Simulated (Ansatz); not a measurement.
Si2Mo:

```
Mo Si
1.0
     4.58547    0.00000    0.00000
    -2.29274    3.97113    0.00000
     0.00000    0.00000    6.57976
Mo Si
3 6
Direct
  0.50000 0.50000 0.83333
  0.00000 0.50000 0.16667
  0.50000 0.00000 0.50000
  0.16387 0.32775 0.50000
  0.67225 0.83613 0.16667
  0.83613 0.16387 0.83333
  0.83613 0.67225 0.50000
  0.32775 0.16387 0.16667
  0.16387 0.83613 0.83333
```

Measurements of this composition are mostly on another form, of space group No. 139.

* Program: Ansatz 0.2.0
* Task: relaxation of cell and atoms
* Functional: revPBE
* Dispersion: D4
* Potentials or basis: Ansatz PAW
* Cutoff: 420 eV (not typed: the program's choice for these potentials)
* k mesh: 7 × 7 × 4
* Occupations: fermi-dirac, width 0.05 eV
* Spin: no spin polarisation

At the start: volume 13.31 Å³/atom.

**Question.** How do energy, volume and symmetry change on relaxing?

**Answer.** It ends after 5 steps and the volume is 12.97 Å³/atom (-2.6 %); space group P6_222 (No. 180, to 0.05 Å).

Step by step:
```tsv
step	energy change (eV)	largest force (eV/Å)	volume (Å³)
1	0.0000	0.0182	119.81
2	-0.0526	0.0501	115.87
3	-0.0571	0.0064	116.75
4	-0.0572	0.0016	116.71
5	-0.0564	0.0016	116.71
```

Final structure:
```yaml
crystal:
  lattice:
    - [4.54323, 0.00000, 0.00000]
    - [-2.27162, 3.93456, 0.00000]
    - [0.00000, 0.00000, 6.52925]
  atoms:
    - { symbol: Mo, position: [0.50000, 0.50000, 0.83333] }
    - { symbol: Mo, position: [0.00000, 0.50000, 0.16667] }
    - { symbol: Mo, position: [0.50000, 0.00000, 0.50000] }
    - { symbol: Si, position: [0.16397, 0.32795, 0.50000] }
    - { symbol: Si, position: [0.67205, 0.83603, 0.16667] }
    - { symbol: Si, position: [0.83603, 0.16397, 0.83333] }
    - { symbol: Si, position: [0.83603, 0.67205, 0.50000] }
    - { symbol: Si, position: [0.32795, 0.16397, 0.16667] }
    - { symbol: Si, position: [0.16397, 0.83603, 0.83333] }
```

Caveat: the plane-wave basis is chosen anew once the cell has moved, so the energies of steps on either side of that aren't comparable; the PAW data sets come from PBE, with cores solved anew for the run's functional, which leaves a small shift of forces and pressure.
